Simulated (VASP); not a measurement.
# C: relaxation of cell and atoms with PBEsol

Crystal: C.

```xyz
4
Lattice="2.4609 0.0000 0.0000 -1.2305 2.1312 0.0000 0.0000 0.0000 7.1040" Properties=species:S:1:pos:R:3 pbc="T T T"
C     0.0000    0.0000    5.3280
C     0.0000    0.0000    1.7760
C     0.0000    1.4208    5.3280
C     1.2305    0.7104    1.7760
```

```yaml
Program: VASP 6.6.1
Task: relaxation of cell and atoms
Functional: PBEsol
Potentials_or_basis: VASP PAW PBE potentials, release 64 (C)
Cutoff: 520 eV
k_mesh: 15 × 15 × 6
Occupations: gaussian, width 0.02 eV
Spin: no spin polarisation
Further_INCAR_settings: ALGO = Normal; EDIFF = 1e-07; IBRION = 2; EDIFFG = -0.002; NSW = 80; ISIF = 3
```

- Relaxed volume: 9.43 Å³/atom
- Relaxed cell: a = 2.461 Å, b = 2.461 Å, c = 7.189 Å, α = 90.00°, β = 90.00°, γ = 120.00°
- Space group after relaxing (to 0.05 Å): P6_3/mmc (No. 194)
- Energy gained by relaxing: 0.0 meV/atom
- Ionic steps: 16
- Pressure after relaxing: 0.0 GPa
- Band gap on the k mesh: none (metal or under the smearing width)

Step by step:
| step | energy change (eV) | largest force (eV/Å) | pressure (GPa) | volume (Å³) |
| --- | --- | --- | --- | --- |
| 1 | 0.0000 | 0.0000 | 0.04 | 37.26 |
| 2 | 0.0000 | 0.0000 | 0.04 | 37.27 |
| 3 | 0.0000 | 0.0000 | 0.07 | 37.31 |
| 4 | -0.0001 | 0.0000 | 0.17 | 37.38 |
| 5 | -0.0001 | 0.0000 | 0.33 | 37.52 |
| 6 | -0.0001 | 0.0000 | 0.33 | 37.52 |
| 7 | -0.0001 | 0.0000 | 0.31 | 37.53 |
| 8 | -0.0001 | 0.0000 | 0.29 | 37.55 |
| 9 | -0.0001 | 0.0000 | 0.24 | 37.58 |
| 10 | -0.0002 | 0.0000 | 0.16 | 37.64 |
| 11 | -0.0002 | 0.0000 | -0.04 | 37.77 |
| 12 | -0.0002 | 0.0000 | 0.04 | 37.72 |
| 13 | -0.0002 | 0.0000 | 0.03 | 37.73 |
| 14 | -0.0002 | 0.0000 | 0.03 | 37.72 |
| 15 | -0.0002 | 0.0000 | 0.02 | 37.72 |
| 16 | -0.0002 | 0.0000 | 0.01 | 37.70 |

Final structure:
```
C
1.0
     2.46096    0.00000    0.00000
    -1.23048    2.13125    0.00000
     0.00000    0.00000    7.18871
C
4
Direct
  0.00000 0.00000 0.75000
  0.00000 0.00000 0.25000
  0.33333 0.66667 0.75000
  0.66667 0.33333 0.25000
```

Levels at points of the mesh, in eV from the Fermi level:
```csv
k point,band 4,band 5,band 6,band 7,band 8,band 9,band 10,band 11,band 12
"(0.00, 0.00, 0.00)",-6.94,-2.99,-2.99,-2.98,-2.98,3.57,8.33,8.33,8.36
"(0.00, 0.00, 0.50)",-7.70,-2.98,-2.98,-2.98,-2.98,5.73,5.73,8.34,8.34
```

It took 2.5 min on 1 thread of Intel(R) Xeon(R) 6975P-C (Granite Rapids), on a shared host, peak memory 0.16 GiB.

Caveat: the PAW data sets were made with another functional, which shifts forces and pressure a little; this functional lacks dispersion, which binds the layers, so the pressure and a relaxed spacing across them are unreliable. Zero-point motion and thermal expansion aren't in these numbers.
